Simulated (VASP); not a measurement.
Write the native input for VASP 6.6.1 that does the following.

```
Task                   : relaxation of shape and atoms at fixed volume
Functional             : LDA
Potentials or basis    : VASP PAW LDA potentials, release 64 (Ba_sv, Ti_sv, O)
Cutoff                 : 600 eV
k mesh                 : 8 × 8 × 8
Occupations            : gaussian, width 0.03 eV
Spin                   : no spin polarisation
Further INCAR settings : ALGO = Fast; EDIFF = 1e-07; IBRION = 2; EDIFFG = -0.01; NSW = 40; ISIF = 4
```

The structure of BaTiO3 lies in POSCAR:

```
BaTiO3                                  
1.0
    3.8886884727      0.0000000000      0.0000000000
    0.0000000000      3.8886884727      0.0000000000
    0.0000000000     -0.0000000000      3.9352680271
  Ba              Ti              O             
     1     1     3
Direct
     0.0000000000000000    1.0000000000000000    0.0019191113268453
     0.5000000000000000    0.5000000000000000    0.4893446043486940
     0.5000000000000000    0.5000000000000000    0.0221684771398351
     0.5000000000000000    1.0000000000000000    0.5147839035923124
     0.0000000000000000    0.5000000000000000    0.5147839035923124
```

The cell isn't the ideal one: a relaxed cell with its volume scaled by 0.96.

The input as run:

INCAR

```
SYSTEM = BaTiO3
  ALGO = Fast
  EDIFF = 1E-7
  EDIFFG = -0.01
  ENCUT = 600
  IBRION = 2
  ISIF = 4
  ISMEAR = 0
  KPAR = 2
  LASPH = .TRUE.
  LCHARG = .FALSE.
  LREAL = .FALSE.
  LWAVE = .FALSE.
  NELM = 80
  NSW = 40
  PREC = Accurate
  SIGMA = 0.03
```

KPOINTS

```
k-points
0
G
  8 8 8
  0 0 0
```

Potentials or basis: VASP PAW LDA potentials, release 64 (Ba_sv, Ti_sv, O).

The run is started by

```sh
$ cat potpaw_LDA.64/Ba_sv/POTCAR potpaw_LDA.64/Ti_sv/POTCAR potpaw_LDA.64/O/POTCAR > POTCAR
$ mpirun -np 2 vasp_std > vasp.out
```

It gave:

```json
{"Energy gained by relaxing": "2.2 meV/atom", "Ionic steps": "11", "Pressure after relaxing": "7.4 GPa", "Largest force after relaxing": "0.008 eV/Å", "Band gap on the k mesh": "1.79 eV, indirect (least direct gap 1.86 eV)"}
```

Caveat: spin-orbit coupling is left out, which moves the levels of the heavy elements.

Wall time 6.9 min on 2 MPI ranks on Intel(R) Xeon(R) Platinum 8488C (Sapphire Rapids), on a shared host, peak memory 0.26 GiB a rank.
